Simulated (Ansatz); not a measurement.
`CCCCCC(C#N)C#N` + HCl → `CCCCCCl` + `N#CCC#N`  (substitution at a C–C bond)

Computed with Ansatz on PBE0-D4/def2-TZVP structures; ΔE is electronic, products minus reactants. CCSD(T)/CBS is the MP2 limit (def2-TZVPP, def2-QZVPP) plus CCSD(T) − MP2 in def2-TZVPP, frozen cores. This one scheme is used for every species. DFT in def2-TZVPP. Each species was taken in one conformer, which may not be the lowest.

`CCCCCC(C#N)C#N`:

Cartesian coordinates in Å:
```
C 2.926 0.103 -0.037
C 2.065 0.793 1.009
C 0.725 0.113 1.258
C -0.205 0.128 0.055
C -1.546 -0.508 0.368
C -2.523 -0.516 -0.826
C -1.992 -1.296 -1.945
N -1.559 -1.938 -2.792
C -2.853 0.843 -1.255
N -3.114 1.922 -1.546
H 2.462 0.119 -1.026
H 3.899 0.590 -0.128
H 3.103 -0.943 0.229
H 2.614 0.836 1.955
H 1.890 1.834 0.714
H 0.899 -0.925 1.568
H 0.225 0.605 2.100
H -0.360 1.162 -0.273
H 0.255 -0.401 -0.784
H -1.412 -1.547 0.684
H -2.041 0.020 1.188
H -3.461 -0.993 -0.517
```

HCl:

```xyz
2

Cl   -0.273    0.574   -0.069
H     0.273   -0.574    0.069
```

`CCCCCCl`:

Cartesian coordinates in Å:
```
C -1.685 0.542 -1.849
C -0.279 0.280 -1.338
C -0.231 0.037 0.161
C 1.174 -0.225 0.673
C 1.259 -0.463 2.163
Cl 0.424 -1.967 2.657
H -2.344 -0.304 -1.636
H -1.696 0.709 -2.928
H -2.119 1.424 -1.371
H 0.369 1.127 -1.591
H 0.144 -0.589 -1.856
H -0.873 -0.813 0.414
H -0.652 0.905 0.685
H 1.813 0.639 0.451
H 1.613 -1.079 0.148
H 2.291 -0.569 2.493
H 0.790 0.345 2.725
```

`N#CCC#N`:

Cartesian coordinates in Å:
```
N -0.347 -2.259 0.697
C -0.018 -1.209 0.371
C 0.434 0.114 -0.039
C -0.668 1.029 -0.309
N -1.518 1.769 -0.528
H 1.050 0.020 -0.939
H 1.067 0.537 0.747
```

| level | ΔE (kcal/mol) |
| --- | --- |
| BHLYP-D4 | 5.3 |
| B2PLYP | 4.5 |
| PBE-QIDH | 6.2 |
| r2SCAN0 | 5.0 |

**Question.** What does CCSD(T)/CBS give? (Estimate.)

**Answer.** Ansatz gave: +6.7 kcal/mol. The listed levels differ from it by -1.4, -2.2, -0.5, -1.7 kcal/mol.

Largest T1 diagnostic among the species: 0.014.

From BLYP to BHLYP (50 % exact exchange), in def2-TZVPP and without D4, ΔE moves by +2.3 kcal/mol. At CCSD(T), def2-SVP lies +2.1 kcal/mol from the extrapolated value and def2-TZVPP +0.6 kcal/mol. The D4 term adds +2.2 kcal/mol with B3LYP and +1.4 kcal/mol with PBE0; it sums over pairs of atoms, weighted by their polarisabilities, and B3LYP, whose exchange is more repulsive, gets the larger term.

B3LYP here is the variant with VWN-RPA as its local correlation; programs differ in this.

CCSD(T)/CBS has its own doubt, a few kJ/mol and more with outer-core shells, so smaller differences from it don't rank the levels.
